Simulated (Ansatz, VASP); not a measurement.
## Two plane-wave programs on NaF

File INCAR:

```
ALGO     = Normal         # electronic algorithm
EDIFF    = 1E-6           # SCF threshold, eV
ENCUT    = 520            # plane-wave cutoff, eV
GGA      = PE             # functional
ISIF     = 2              # what is computed and relaxed
ISMEAR   = 0              # smearing method
LASPH    = True           # aspherical terms in the spheres
LCHARG   = False          # write CHGCAR
LREAL    = False          # projectors in reciprocal space
LWAVE    = False          # write WAVECAR
NBANDS   = 14             # bands
NELM     = 100            # most SCF steps
PREC     = Accurate       # precision mode
SIGMA    = 0.05           # smearing width, eV
```

Contents of KPOINTS:

```
k-points
0
Gamma
  8 8 8
```

Contents of POSCAR:

```
NaF
1.0
    0.0000000000      2.3233000000      2.3581495000
    2.3233000000      0.0000000000      2.3581495000
    2.3233000000      2.3233000000      0.0000000000
Na F
1 1
Direct
    0.0000000000      0.0000000000      0.0000000000
    0.5000000000      0.5000000000      0.5000000000
```

Input for Ansatz:

```yaml
crystal:
  lattice:
    - [0.0, 2.3233, 2.3581495]
    - [2.3233, 0.0, 2.3581495]
    - [2.3233, 2.3233, 0.0]
  atoms:
    - { symbol: Na, position: [0.0, 0.0, 0.0] }
    - { symbol: F, position: [0.5, 0.5, 0.5] }
basis:
  ecutwfc: 420
kpoints:
  mp_grid: { grid: [8, 8, 8] }
hamiltonian:
  xc: pbe
scf:
  occupations: { method: gaussian, width: 0.05 }
output:
  forces: true
  stress: true
  eigenvalues: true
```

Change from the starting cell: strain +0.000 along x and y, +0.015 along z, atoms carried along.

Alike in both runs: task single point; functional PBE; k mesh 8 × 8 × 8; occupations gaussian, width 0.05 eV; no spin polarisation.

|  | VASP | Ansatz |
| --- | --- | --- |
| version | VASP 6.6.1 | Ansatz 0.2.0 |
| potentials or method | VASP PAW PBE potentials, release 64 (Na_pv, F) | scalar-relativistic, plane waves, PAW |
| plane-wave cutoff (eV) | 520 | 420 |
| valence electrons in the cell | 14 | 16 |

Ansatz gave:

| Quantity | Value |
| --- | --- |
| gap on the k mesh at the Fermi level (eV) | 6.19 |
| least direct gap on the mesh (eV) | 6.19 |
| pressure (GPa) | 1.0 |
| largest component of the traceless stress (GPa) | 0.74 |

Problem. Which values does VASP return?

Solution. gap on the k mesh at the Fermi level (eV): 6.18; least direct gap on the mesh (eV): 6.18; pressure (GPa): 0.8; largest component of the traceless stress (GPa): 0.76.

The two sets of potentials don't hold the same shells in valence.
